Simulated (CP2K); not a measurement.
ZrB2 under changes of volume

One of the cells (10.249 Å³/atom); the others are scaled copies at fixed shape and fractional positions:

```xyz
3
Lattice="3.1700 0.0000 0.0000 -1.5850 2.7453 0.0000 0.0000 0.0000 3.5330" Properties=species:S:1:pos:R:3 pbc="T T T"
Zr    0.0000    0.0000    0.0000
B     1.5850    0.9151    1.7665
B     0.0000    1.8302    1.7665
```

```yaml
Program: CP2K 2026.2
Functional: PBE
Potentials_or_basis: POTENTIAL_UZH Zr GTH-PBE-q12, B GTH-PBE-q3; TZVP-MOLOPT-PBE-GTH basis
Density_cutoff: 6123 eV
k_mesh: 10 × 10 × 8
Occupations: fermi-dirac, width 0.05 eV
Spin: no spin polarisation
```

```tsv
volume (Å³/atom)	energy over the lowest point (meV/atom)	pressure (GPa)
9.634	39.38	19.2
9.839	18.82	12.9
10.044	?	?
10.249	0.00	2.1
10.454	0.33	-2.6
10.659	6.38	-6.8
10.864	17.61	-10.7
```

Task: What does the run at 10.044 Å³/atom give?

Result: Energy over the lowest point 5.95 meV/atom; pressure 7.3 GPa.

Worked out: A Birch-Murnaghan fit of order 3 (a polynomial in V^(-2/3)) to the other rows has its minimum at 10.34 Å³/atom with B0 = V·E''(V) = 237 GPa and B' = 3.9 at fixed shape and positions, which overstates the stiffness. It gives 5.94 meV/atom at 10.044 Å³/atom, against the run's 5.95, and -dE/dV = 7.3 GPa, against 7.3.

Energies are extrapolated to zero smearing.

Caveats: the basis of atomic orbitals isn't converged, which shifts pressures, moduli and gaps.
